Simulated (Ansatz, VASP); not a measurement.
# BAs: VASP beside Ansatz, part 2 of 2

Wanted: the spread between two codes on one cell, functional and k mesh.

VASP 6.6.1 and Ansatz 0.2.0.

So far. Step 2 (Ansatz: single point, PBE): The run ends at a pressure of 2.77 GPa.

## 7. Differences

What differs besides the data sets and the points named for the pairs above, as far as they apply: VASP's response is taken on the typed mesh, Ansatz refines its own for the field response alone. Total energies have different zeros and are not compared.

The two programs side by side:

```tsv
quantity	Ansatz	VASP	difference
ε∞ xx	9.77	9.77	+0.03 %
ε∞ yy	9.77	9.77	+0.03 %
ε∞ zz	9.77	9.77	+0.03 %
Born charge of As1 (mean of the diagonal) (e)	0.50	0.53	-0.03
Born charge of B2 (mean of the diagonal) (e)	-0.50	-0.53	+0.03
```

## 8. VASP: single point, r2SCAN

A single point gives forces, pressure and levels at one fixed geometry, so differences don't come from the geometry; what else differs is listed under the comparison.

INCAR

```
SYSTEM = BAs
PREC = Accurate
ENCUT = 420
EDIFF = 1E-07
NELM = 100
ISMEAR = 0
SIGMA = 0.05
LREAL = .FALSE.
ALGO = Normal
METAGGA = R2SCAN
LASPH = .TRUE.
NBANDS = 16
LWAVE = .FALSE.
LCHARG = .FALSE.
KPAR = 4
LOPTICS = .TRUE.
NEDOS = 2000
CSHIFT = 0.1
```

POSCAR

```
BAs
1.0
    0.0000000000      2.3885000000      2.3885000000
    2.3885000000      0.0000000000      2.3885000000
    2.3885000000      2.3885000000      0.0000000000
As B
1 1
Direct
    0.7500000000      0.7500000000      0.7500000000
    0.0000000000      0.0000000000      0.0000000000
```

KPOINTS

```
Automatic mesh
0
Gamma
12 12 12
0 0 0
```

The projector-augmented-wave data sets are As and B (PBE family, release 64).

Started as:

```
$ mpirun -np 4 vasp_std
```

Numbers of over 12 decimals in the logs are rounded to 6 here.

What it wrote:

```text
[banner, memory and clock lines left out]
running    4 mpi-ranks, on    1 nodes
[...]
|                                                                             |
|               ----> ADVICE to this user running VASP <----                  |
|                                                                             |
|     You enforced a specific xc type in the INCAR file but a different       |
|     [... a line on the potential file left out ...]
|     I HOPE YOU KNOW WHAT YOU ARE DOING!                                     |
|                                                                             |

 LDA part: xc-table for (None), standard interpolation
 POSCAR, INCAR and KPOINTS ok, starting setup
[...]
entering main loop
       N       E                     dE             d eps       ncg     rms          rms(c)
DAV:   1    -0.121479384472E+01   -0.12148E+01   -0.31561E+03  2304   0.380E+02
DAV:   2    -0.233192916068E+02   -0.22104E+02   -0.21331E+02  3152   0.853E+01
DAV:   3    -0.238493140433E+02   -0.53002E+00   -0.52949E+00  2688   0.111E+01
DAV:   4    -0.238501065041E+02   -0.79246E-03   -0.79245E-03  3024   0.513E-01
[...]
DAV:  12    -0.222542534823E+02   -0.41206E-06   -0.11428E-07  2648   0.195E-03    0.119E-03
DAV:  13    -0.222542537481E+02   -0.26581E-06   -0.33020E-08  1656   0.875E-04    0.800E-04
DAV:  14    -0.222542537437E+02    0.44142E-08   -0.10093E-09  1304   0.175E-04
   1 F= -.22254254E+02 E0= -.22254254E+02  d E =-.599113E-11
 optical routines
 imaginary and real dielectric function
 direction            1
 direction            2
 direction            3
```

OUTCAR, selected parts (step 8):

```text
  Total        0.1489770      0.1489770      0.1489770     -0.0000000      0.0000000     -0.0000000
  in kB        8.7583878      8.7583878      8.7583878     -0.0000000      0.0000000     -0.0000000
  external PRESSURE =       8.7583878 kB  Pullay stress =       0.0000000 kB

 POSITION                                       TOTAL-FORCE (eV/Angst)
 -----------------------------------------------------------------------------------
      3.58275      3.58275      3.58275        -0.000000      0.000000     -0.000000
      0.00000      0.00000      0.00000         0.000000     -0.000000      0.000000
 -----------------------------------------------------------------------------------
    total drift:                               -0.000000     -0.000000     -0.000000

  FREE ENERGIE OF THE ION-ELECTRON SYSTEM (eV)
  ---------------------------------------------------
  free  energy   TOTEN  =       -22.2542537437 eV

  energy  without entropy=      -22.2542537437  energy(sigma->0) =      -22.25425374

[... 2 parts as in an earlier step ...]

[... 1 further part left out ...]
[key lines of the parts left out:]
E-fermi :   6.2235
```

## 9. Ansatz: single point, r2SCAN

The same cell, functional, mesh and smearing now go to Ansatz, which takes its cutoff from its data sets.

input.yaml

```yaml
crystal:
  lattice:
    - [0.0, 2.3885, 2.3885]
    - [2.3885, 0.0, 2.3885]
    - [2.3885, 2.3885, 0.0]
  atoms:
    - { symbol: As, position: [0.75, 0.75, 0.75] }
    - { symbol: B, position: [0.0, 0.0, 0.0] }
hamiltonian:
  xc: r2scan
  pseudopotentials: { kind: paw }
kpoints:
  mp_grid: { grid: [12, 12, 12] }
scf:
  occupations: { method: gaussian, width: 0.05 }
  n_extra_bands: 4
output:
  forces: true
  stress: true
  eigenvalues: true
```

Started as:

```
$ ansatz run input.yaml --threads 2 --pin off --max-ram 4608MiB --backend cpu --events-out ev --progress --plain --runs-dir out
```

What it wrote:

```text
[...]
Crystal: 2 atoms, lattice volume = 27.252 Å³
Basis set: ecut = 500 eV, 701 PW (Γ), exchange–correlation on 100×100×100 points (64 copies of the dense FFT grid, shifted against one another)
Bands: 13, of which v1, the nominal top of the filled ones, is band 9 counted from 1 (8 counted from 0)
Symmetry: 24 space group operations
[...]
--- Band table (eV; the first three rows and the last of 72) ---
  k-point 0: bands = [... 5 lower, -5.1266, 11.0378, 11.0378, 11.0378, 14.4796, 14.4796, 14.4796, 16.1567]
  k-point 1: bands = [... 5 lower, -5.0065, 9.9407, 10.8040, 10.8040, 14.7002, 14.7880, 14.7880, 16.7839]
  k-point 2: bands = [... 5 lower, -4.6501, 7.9225, 10.3104, 10.3104, 14.6209, 15.4296, 15.4296, 18.2072]
  k-point 71: bands = [... 5 lower, -0.4972, 2.4320, 5.3012, 5.6020, 16.7396, 17.5013, 18.2366, 18.4505]
[key lines of the parts left out:]
SCF converged after 6 iterations
Free energy (F): -5021.341794 eV
Fermi energy:    11.727194 eV
P = ⅓ Tr σ = 0.6119 GPa (6.119 kbar)
```

It took 3.1 s on 2 threads of Arm Neoverse V1, shared host; peak memory 0.39 GiB; 5.9 s of CPU time.

The run ends at a pressure of 0.61 GPa.

## 10. Comparison

What differs besides the data sets and the points named for the pairs above, as far as they apply: VASP keeps PBE cores, Ansatz makes them for the functional; the cutoff is 500 eV in Ansatz and 420 eV in VASP. Total energies have different zeros and are not compared.

Both answers:

```tsv
quantity	Ansatz	VASP	difference
pressure (GPa)	0.61	0.88	-0.26
gap on the k mesh (eV)	1.380	1.380	0.000
```

A gap on the mesh is an upper bound, since the band edges may lie between its points.

## 11. What came out

| Item | Value |
| --- | --- |
| difference in gap on the k mesh (single point, PBE) | 0.013 eV |
| difference in pressure (single point, PBE) | -0.71 GPa |
| difference in ε∞ xx (dielectric response, PBE) | 0.033 % |
| difference in gap on the k mesh (single point, r2SCAN) | 1.9e-4 eV |

In words: The difference in pressure is -0.71 GPa (single point, PBE), within the 1 GPa picked in this series as the mark of a large difference. How closely two codes agree says nothing of how well the functional describes the real material.

[Lines on the potential files, build, host, timing and source positions are cut from VASP's logs without a mark.]

[Logs are printed without paths, hosts, clocks, repeated set-up lines and the standing remarks that a program may print on its own settings, such as how far it seeks lower states.]

[Hosts, paths, dates, database ids (printed as entryN), source tags and the programs' standing remarks are cut or masked in the printed files.]
